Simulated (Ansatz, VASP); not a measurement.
# BeS in VASP and in Ansatz

```
Be S
1.0
     0.00000    2.33622    2.33622
     2.33622    0.00000    2.33622
     2.33622    2.33622    0.00000
Be S
1 1
Direct
  0.00000 0.00000 0.00000
  0.25000 0.25000 0.25000
```

Alike in both runs: task single point; functional PBE; k mesh 8 × 8 × 8; occupations gaussian, width 0.02 eV; no spin polarisation.

|  | VASP | Ansatz |
| --- | --- | --- |
| version | VASP 6.6.1 | Ansatz 0.2.0 |
| potentials or method | VASP PAW PBE potentials, release 64 (Be, S) | scalar-relativistic, plane waves, PAW |
| plane-wave cutoff (eV) | 520 | 420 |
| valence electrons in the cell | 8 | 8 |

```csv
,VASP,Ansatz,Ansatz less VASP
gap on the k mesh at the Fermi level (eV),2.83,2.83,-0.001
least direct gap on the mesh (eV),5.59,5.57,-0.021
pressure (GPa),15.1,15.1,+0.02
```

The functional is the same, so the differences come from potentials, cutoffs and numerics.

Caveats: so large a pressure means that the cell lies far from this level's equilibrium, or that cutoff or potentials fall short (VASP). A k mesh can miss the band edges. Expect the measured gap to be larger: semilocal functionals such as PBE lack the derivative discontinuity.
